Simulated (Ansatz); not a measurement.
# Sb: relaxation of cell and atoms with RPBE+D4

Crystal: Sb.

```
Sb
1.0
     3.35453    0.00000    0.00000
    -1.67727    2.90511    0.00000
     0.00000    0.00000    5.47016
Sb
2
Direct
  0.66667 0.33333 0.75000
  0.33333 0.66667 0.25000
```

This isn't the form of Sb at room conditions, which is rhombohedral.

```yaml
Program: Ansatz 0.2.0
Task: relaxation of cell and atoms
Functional: RPBE
Dispersion: D4
Potentials_or_basis: Ansatz PAW
Cutoff: "420 eV (not typed: the program's choice for these potentials)"
k_mesh: 9 × 9 × 5
Occupations: fermi-dirac, width 0.05 eV
Spin: no spin polarisation
```

```
Relaxed volume                         : 25.42 Å³/atom
Relaxed cell                           : a = 3.302 Å, b = 3.302 Å, c = 5.383 Å, α = 90.00°, β = 90.00°, γ = 120.00°
Space group after relaxing (to 0.05 Å) : P6_3/mmc (No. 194)
Energy gained by relaxing              : 12.0 meV/atom
Ionic steps                            : 5
Pressure after relaxing                : 0.0 GPa
Band gap on the k mesh                 : none (metal or under the smearing width)
```

Step by step:
```csv
step,energy change (eV),largest force (eV/Å),volume (Å³)
1,0.0000,0.0000,53.31
2,-0.0186,0.0000,49.65
3,-0.0246,0.0000,50.96
4,-0.0248,0.0000,50.83
5,-0.0241,0.0000,50.83
```

Final structure:
```cif
data_structure
_symmetry_space_group_name_H-M 'P 1'
_symmetry_Int_Tables_number 1
_cell_length_a 3.3021
_cell_length_b 3.3021
_cell_length_c 5.3832
_cell_angle_alpha 90.000
_cell_angle_beta 90.000
_cell_angle_gamma 120.000
_cell_volume 50.83
loop_
_atom_site_label
_atom_site_type_symbol
_atom_site_fract_x
_atom_site_fract_y
_atom_site_fract_z
_atom_site_occupancy
Sb1 Sb 0.66667 0.33333 0.75000 1
Sb2 Sb 0.33333 0.66667 0.25000 1
```

Levels at points of the mesh, in eV from the Fermi level:
```
           k point  band 12  band 13  band 14  band 15  band 16  band 17  band 18  band 19
(0.00, 0.00, 0.00)    -9.16    -6.12     3.94     3.94     5.71     5.71     6.00     8.16
```

Run time: 4.2 s on 2 threads of Arm Neoverse V2 (shared host), peak memory 0.34 GiB.

Caveat: the plane-wave basis is chosen anew once the cell has moved, so the energies of steps on either side of that aren't comparable; pairwise dispersion overbinds metals, which lowers pressure and volume; the PAW data sets come from PBE, with cores solved anew for the run's functional, which leaves a small shift of forces and pressure. The run has no spin-orbit coupling, so splittings on Sb are missing.
